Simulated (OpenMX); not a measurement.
# C under changes of volume

One of the cells (5.672 Å³/atom); the others are scaled copies at fixed shape and fractional positions:

```xyz
2
Lattice="0.0000 1.7834 1.7834 1.7834 0.0000 1.7834 1.7834 1.7834 0.0000" Properties=species:S:1:pos:R:3 pbc="T T T"
C     2.6751    2.6751    2.6751
C     1.7834    1.7834    1.7834
```

This isn't the form of C at room conditions, which is graphite.

```yaml
Program: OpenMX 3.8.5
Functional: PBE
Potentials_or_basis: OpenMX 2013 PBE set, C6.0-s2p2, fixed grid of 21 × 21 × 21 points
k_mesh: 13 × 13 × 13
Occupations: fermi-dirac, width 0.05 eV
Spin: no spin polarisation
```

| volume (Å³/atom) | energy over the lowest point (meV/atom) | gap on the mesh (eV) |
| --- | --- | --- |
| 5.332 | 55.52 | 4.74 |
| 5.445 | 30.66 | 4.69 |
| 5.558 | ? | ? |
| 5.672 | 3.55 | 4.60 |
| 5.785 | 0.00 | 4.56 |
| 5.899 | 2.36 | 4.53 |
| 6.012 | 9.99 | 4.49 |

Q: What does the run at 5.558 Å³/atom give?

A: Energy over the lowest point 13.54 meV/atom; gap on the mesh 4.65 eV.

Worked out: A Birch-Murnaghan fit of order 3 (a polynomial in V^(-2/3)) to the other rows has its minimum at 5.80 Å³/atom with B0 = V·E''(V) = 420 GPa and B' = 3.9. It gives 13.60 meV/atom at 5.558 Å³/atom, against the run's 13.54. A straight line through the other rows of the gap, of slope -2.07 eV per unit of ln V, gives 4.65 eV, against the run's 4.65.

Energies are extrapolated to zero smearing.

Caveats: an odd mesh through Γ misses points on the zone boundary, where band edges often lie; the basis of atomic orbitals isn't converged, which shifts pressures, moduli and gaps.
